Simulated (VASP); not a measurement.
## Cu$_{2}$O in VASP 6.6.1, single-point calculation

INCAR

```
LWAVE = .FALSE.
GGA = PE
LCHARG = .FALSE.
EDIFF = 1E-5
NELM = 84
ENCUT = 520
ISMEAR = -1
PREC = Accurate
NBANDS = 37
ISIF = 2
NSW = 0
IBRION = -1
LASPH = .TRUE.
LREAL = .FALSE.
SIGMA = 0.02
```

KPOINTS

```
KPOINTS created by Atomic Simulation Environment
0
Gamma
6 6 6
0 0 0
```

POSCAR

```
Cu O
 1.0000000000000000
     4.0762370861999999    0.0000000000000000    0.0000000000000000
     0.0000000000000000    4.0762370861999999    0.0000000000000000
     0.0000000000000000    0.0000000000000000    4.0762370861999999
 Cu  O
   4   2
Cartesian
  1.0190592715500000  1.0190592715500000  3.0571778146500002
  3.0571778146500002  1.0190592715500000  1.0190592715500000
  1.0190592715500000  3.0571778146500002  1.0190592715500000
  3.0571778146500002  3.0571778146500002  3.0571778146500002
  2.0381185431000000  2.0381185431000000  2.0381185431000000
  0.0000000000000000  0.0000000000000000  0.0000000000000000
```

The recommended PBE PAW datasets give the neutral cell 56 valence electrons.

Command

```
mpirun -np 1 vasp_std
```

OSZICAR

```
N       E                     dE             d eps       ncg     rms          rms(c)
DAV:   1     0.559024422468E+03    0.55902E+03   -0.25126E+04  1496   0.252E+03
DAV:   2     0.631021765822E+02   -0.49592E+03   -0.47074E+03  1490   0.474E+02
DAV:   3    -0.274308612914E+02   -0.90533E+02   -0.86640E+02  1759   0.223E+02
DAV:   4    -0.328221358899E+02   -0.53913E+01   -0.53207E+01  2117   0.624E+01
DAV:   5    -0.328797721428E+02   -0.57636E-01   -0.57602E-01  1974   0.731E+00    0.192E+01
DAV:   6    -0.291273497635E+02    0.37524E+01   -0.49930E+01  1953   0.138E+02    0.113E+01
DAV:   7    -0.263700685399E+02    0.27573E+01   -0.13262E+01  1930   0.831E+01    0.308E+00
DAV:   8    -0.264188580850E+02   -0.48790E-01   -0.11381E+00  1768   0.632E+00    0.178E+00
DAV:   9    -0.263914551212E+02    0.27403E-01   -0.49624E-02  2027   0.334E+00    0.469E-01
DAV:  10    -0.263879653557E+02    0.34898E-02   -0.21581E-02  2045   0.198E+00    0.234E-01
DAV:  11    -0.263872855368E+02    0.67982E-03   -0.46953E-03  2281   0.835E-01    0.660E-02
DAV:  12    -0.263872428190E+02    0.42718E-04   -0.81389E-04  2019   0.285E-01    0.162E-02
DAV:  13    -0.263872452144E+02   -0.23954E-05   -0.49339E-05  1489   0.103E-01
   1 F= -.26387245E+02 E0= -.26387245E+02  d E =-.112341E-09
```

From OUTCAR

```
k-points           NKPTS =     20   k-points in BZ     NKDIM =     20   number of bands    NBANDS=     37

   NELECT =      56.0000    total number of electrons

   dimension x,y,z NGX =    30 NGY =   30 NGZ =   30
   dimension x,y,z NGXF=    60 NGYF=   60 NGZF=   60

  energy-cutoff  :      520.00
  volume of cell :       67.73
      direct lattice vectors                 reciprocal lattice vectors
     4.076237086  0.000000000  0.000000000     0.245324298  0.000000000  0.000000000
     0.000000000  4.076237086  0.000000000     0.000000000  0.245324298  0.000000000
     0.000000000  0.000000000  4.076237086     0.000000000  0.000000000  0.245324298

 k-points in reciprocal lattice and weights: KPOINTS created by Atomic Simulation Env
   0.00000000  0.00000000  0.00000000       0.005
   0.16666667  0.00000000  0.00000000       0.028
   0.33333333  0.00000000  0.00000000       0.028
   0.50000000  0.00000000  0.00000000       0.014
   0.16666667  0.16666667  0.00000000       0.056
   0.33333333  0.16666667  0.00000000       0.111
   0.50000000  0.16666667  0.00000000       0.056
   0.33333333  0.33333333  0.00000000       0.056
   ...

 E-fermi :   6.7653

 k-point     1 :       0.0000    0.0000    0.0000
  band No.  band energies     occupation
      1     -14.9676      2.00000
      2     -13.9329      2.00000
      3      -2.0916      2.00000
      4      -2.0916      2.00000
      5      -2.0916      2.00000
      6       0.6061      2.00000
      7       0.7942      2.00000
      8       0.7942      2.00000
      9       0.7942      2.00000
     10       2.6403      2.00000
     11       2.6403      2.00000
     12       2.8060      2.00000
     13       2.8060      2.00000
     14       2.8060      2.00000
     15       3.9020      2.00000
     16       3.9020      2.00000
     17       4.0456      2.00000
     18       4.0456      2.00000
     19       4.0457      2.00000
     20       4.2212      2.00000
     21       4.2212      2.00000
     22       4.2212      2.00000
     23       4.4624      2.00000
     24       4.4624      2.00000
     25       4.4624      2.00000
     26       6.3818      2.00000
     27       6.3818      2.00000
     28       6.3818      2.00000
     29       7.1392      0.00000
     30       7.1392      0.00000
     31       7.2627      0.00000
     32      15.1422      0.00000
     33      15.1422      0.00000
     34      15.1422      0.00000
     35      16.1177      0.00000
     36      16.1177      0.00000
     37      16.1177      0.00000

 ...

  Total       11.3809114     11.3809114     11.3809114      0.0000000      0.0000000      0.0000000
  in kB      269.2212391    269.2212391    269.2212391      0.0000000      0.0000000      0.0000000
  external PRESSURE =     269.2212391 kB  Pullay stress =       0.0000000 kB

 POSITION                                       TOTAL-FORCE (eV/Angst)
 -----------------------------------------------------------------------------------
      1.01906      1.01906      3.05718        -0.000000      0.000000      0.000000
      3.05718      1.01906      1.01906         0.000000     -0.000000     -0.000000
      1.01906      3.05718      1.01906         0.000000      0.000000      0.000000
      3.05718      3.05718      3.05718        -0.000000      0.000000      0.000000
      2.03812      2.03812      2.03812        -0.000000     -0.000000     -0.000000
      0.00000      0.00000      0.00000         0.000000     -0.000000     -0.000000
 -----------------------------------------------------------------------------------
    total drift:                                0.000000      0.000000     -0.000000

  FREE ENERGIE OF THE ION-ELECTRON SYSTEM (eV)
  ---------------------------------------------------
  free  energy   TOTEN  =       -26.3872452144 eV

  energy  without entropy=      -26.3872452143  energy(sigma->0) =      -26.38724521
```

It converged. Results: gap between bands v and c on the k mesh 0.76 eV; least direct gap on the k mesh 0.76 eV; pressure 26.9 GPa. Band v is the last that the valence electrons fill when counted band by band, and c is the next.

For comparison, a separate PBE run of the intended cell, on usual settings and not on those above, gives a gap of 0.76 eV on its mesh and a pressure of 27.3 GPa.

The run above took about 43 s on one core of a shared host (Intel Xeon Platinum 8488C) and held 0.19 GiB at most.
